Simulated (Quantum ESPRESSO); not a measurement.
# Optical response of RbBr, part 3 of 3

Aim: the dielectric function of RbBr, and the optical constants that follow from it. The cell comes from an older database entry, whose edges can differ from later determinations, mostly by under a per cent.

Quantum ESPRESSO 7.5; DFT, PBE, plane waves with norm-conserving potentials (PseudoDojo), scalar-relativistic, independent-particle optical response without local fields and without the non-local commutator.

So far. Step 2 (Ground state): There is a gap, 4.36 eV on this mesh (points off the mesh can give less), so no carriers' term is needed.

The database entry behind the starting cell differs from later determinations by our own check (about 0.5 % short), so it need not match the best structure at ambient conditions.

### 5. Dielectric function

With the density converged, the vertical transitions are summed over the zone.

This step: DFT, PBE, plane waves with norm-conserving potentials (PseudoDojo), scalar-relativistic, independent-particle optical response without local fields and without the non-local commutator (Quantum ESPRESSO 7.5).

epsilon.in reads:

```
&inputpp
  prefix = 'x'
  outdir = './tmp'
  calculation = 'eps'
/
&energy_grid
  smeartype = 'gauss'
  intersmear = 0.3
  wmin = 0.0
  wmax = 22
  nw = 500
/
```

The run is started by

```sh
> mpirun -n 4 epsilon.x -nk 4 -in epsilon.in
```

The log of the run:

```text
[banner, memory and clock lines left out]

     Broadcasting variables...

     IMPORTANT: XC functional enforced from input :
     Exchange-correlation= PBE
                           (   1   4   3   4   0   0   0)
     Any further DFT definition will be discarded

     G-vector sticks info

     Fermi energy [eV] is:  1.26722
     The system is a dielectric...
     metallic system: redefining wmin =     0.000000

     Performing eps calculation...

     xx,yy,zz plasmon frequences [eV] are:    14.483419736   14.483419737   14.483419729
```

The job ended after 2.4 s (4 MPI ranks of Arm Neoverse V1, shared host; peak memory 0.06 GiB).

Numbers from this step:

- electronic dielectric constant ε∞, mean over x, y and z (by symmetry where fewer were run): 2.756
- main peak of Im epsilon, first axis: 7.180 eV

The Im ε, any direction has structure finer than the step of the table below, so its rows give means over 0.5 eV, whole bins alone (the curve runs from 0 to 22 eV). Peaks (eV: height): 7.19: 3.92, 9.26: 3.91, 14.59: 2.13, 17.55: 2.18, 19.58: 1.72.

Values under the direct gap are tails of Lorentzian lines. The Im ε, any direction by photon energy; means over each step:

photon energy (eV), Im ε, any direction and a bar:
```
      0.5       0.00 
      1.0       0.01 
      1.5       0.01 
      2.0       0.02 
      2.5       0.02 
      3.0       0.03 
      3.5       0.05 
      4.0       0.10 #
      4.5       0.33 ###
      5.0       0.59 #####
      5.5       0.96 ########
      6.0       1.75 ##############
      6.5       2.47 ####################
      7.0       3.45 ############################
      7.5       2.82 #######################
      8.0       1.89 ###############
      8.5       2.26 ###################
      9.0       3.65 ##############################
      9.5       3.40 ############################
     10.0       2.41 ####################
     10.5       1.41 ############
     11.0       0.98 ########
     11.5       0.92 ########
     12.0       0.87 #######
     12.5       0.94 ########
     13.0       0.67 #####
     13.5       0.64 #####
     14.0       1.29 ###########
     14.5       2.08 #################
     15.0       1.78 ###############
     15.5       1.71 ##############
     16.0       1.25 ##########
     16.5       0.98 ########
     17.0       1.49 ############
     17.5       2.10 #################
     18.0       1.96 ################
     18.5       1.34 ###########
     19.0       1.15 #########
     19.5       1.55 #############
     20.0       1.02 ########
     20.5       0.82 #######
     21.0       0.71 ######
     21.5       0.43 ####
```

Table of Re ε, any direction by photon energy:

photon energy (eV), Re ε, any direction and a bar from the least value:
```
        0       2.76 ###################
        1       2.78 ###################
        2       2.86 ####################
        3       3.03 #####################
        4       3.38 #######################
        5       3.84 ##########################
        6       4.47 ##############################
        7       3.33 #######################
        8       2.06 ###############
        9       1.96 ##############
       10      -0.16 #
       11       0.38 #####
       12       0.92 ########
       13       1.11 #########
       14       2.22 ################
       15       0.97 ########
       16       0.50 #####
       17       1.51 ############
       18       0.05 ###
       19       0.31 ####
       20      -0.36 
       21      -0.23 #
       22       0.21 ####
```

The reflectivity at normal incidence, any direction has structure finer than the step of the table below, so its rows give means over 1 eV, whole bins alone (the curve runs from 0 to 22 eV). Peaks (eV: height): 7.2: 19.8, 9.8: 25.4, 15.5: 13.9, 18.3: 19.7, 20.0: 27.3, 21.1: 27.4.

The reflectivity at normal incidence, any direction by photon energy; means over each step:

| photon energy (eV) | reflectivity at normal incidence, any direction (%) |
| --- | --- |
| 1 | 6.27 |
| 2 | 6.62 |
| 3 | 7.32 |
| 4 | 8.84 |
| 5 | 11.0 |
| 6 | 14.0 |
| 7 | 17.1 |
| 8 | 11.3 |
| 9 | 18.5 |
| 10 | 22.5 |
| 11 | 9.52 |
| 12 | 4.31 |
| 13 | 2.81 |
| 14 | 7.08 |
| 15 | 11.2 |
| 16 | 8.83 |
| 17 | 7.71 |
| 18 | 17.6 |
| 19 | 13.2 |
| 20 | 22.5 |
| 21 | 22.4 |

The loss function −Im 1/ε at q → 0, any direction has structure finer than the step of the table below, so its rows give means over 1 eV, whole bins alone (the curve runs from 0 to 22 eV). Peaks (eV: height): 11.0: 0.926, 16.1: 0.729, 21.7: 2.72.

Values under the direct gap are tails of Lorentzian lines. The loss function −Im 1/ε at q → 0, any direction by energy loss; means over each step:

energy loss (eV), loss function −Im 1/ε at q → 0, any direction and a bar:
```
        1       0.00 
        2       0.00 
        3       0.00 
        4       0.01 
        5       0.04 #
        6       0.08 ##
        7       0.17 ###
        8       0.24 #####
        9       0.21 ####
       10       0.44 #########
       11       0.78 ################
       12       0.52 ##########
       13       0.38 ########
       14       0.22 ####
       15       0.41 ########
       16       0.62 ############
       17       0.38 ########
       18       0.53 ###########
       19       0.77 ################
       20       0.95 ###################
       21       1.49 ##############################
```

Refractive index n and extinction k against photon energy:

| photon energy (eV) | n | k |
| --- | --- | --- |
| 0 | 1.66 | 0 |
| 1 | 1.67 | 0.00228 |
| 2 | 1.69 | 0.00514 |
| 3 | 1.74 | 0.00988 |
| 4 | 1.84 | 0.0244 |
| 5 | 1.96 | 0.128 |
| 6 | 2.16 | 0.445 |
| 7 | 2.00 | 0.816 |
| 8 | 1.55 | 0.576 |
| 9 | 1.76 | 1.07 |
| 10 | 1.03 | 1.11 |
| 11 | 0.833 | 0.561 |
| 12 | 1.04 | 0.401 |
| 13 | 1.09 | 0.293 |
| 14 | 1.54 | 0.387 |
| 15 | 1.23 | 0.733 |
| 16 | 0.975 | 0.670 |
| 17 | 1.35 | 0.567 |
| 18 | 1.02 | 0.992 |
| 19 | 0.850 | 0.645 |
| 20 | 0.585 | 0.839 |
| 21 | 0.507 | 0.697 |
| 22 | 0.551 | 0.312 |

From ε follow the optical constants at some laser and lamp lines:

| wavelength (nm) | n | k | R (%) | 1/α |
| --- | --- | --- | --- | --- |
| 1550 | 1.66 | 0.002 | 6.2 | 69 µm |
| 800 | 1.68 | 0.004 | 6.4 | 17 µm |
| 633 | 1.69 | 0.005 | 6.6 | 10 µm |
| 532 | 1.70 | 0.006 | 6.8 | 6.6 µm |
| 450 | 1.72 | 0.008 | 7.1 | 4.3 µm |
| 405 | 1.74 | 0.010 | 7.4 | 3.1 µm |
| 365 | 1.77 | 0.013 | 7.7 | 2.2 µm |

Below the direct gap, k and the depth come from the tails of the Lorentzian lines, not from transitions.

### 6. Outcome

| Quantity | Value |
| --- | --- |
| electronic dielectric constant ε∞, mean over x, y and z (by symmetry where fewer were run) (independent particles) | 2.76 |
| main peak of Im epsilon, first axis | 7.18 eV |

In words: At this level (PBE, independent particles) RbBr has ε∞ = 2.76 and n = 1.66 at 1550 nm, and Im ε peaks at 7.2 eV. Distinct maxima of Im ε, read by a parabola through the highest points, lie at 7.18 eV (3.9), 7.59 eV (2.8), 8.94 eV (3.8) and 9.25 eV (3.9). Excitons and phonon-assisted transitions are missing, and so are local fields; PBE gaps are as a rule too small, which pulls the onset down and ε∞ up. epsilon.x leaves out the commutator of the non-local potential, so its intensities are off, as a rule too high. The sum runs over mesh points, so small or evenly spaced maxima can still be ripples of the mesh.

[Machine, clock, banner and «Message from routine» lines are left out of the logs.]

[Logs are printed without paths, hosts, clocks, repeated set-up lines and the standing remarks that a program may print on its own settings, such as how far it seeks lower states.]

[Hosts, paths, dates, database ids (printed as entryN), source tags and the programs' standing remarks are cut or masked in the printed files.]
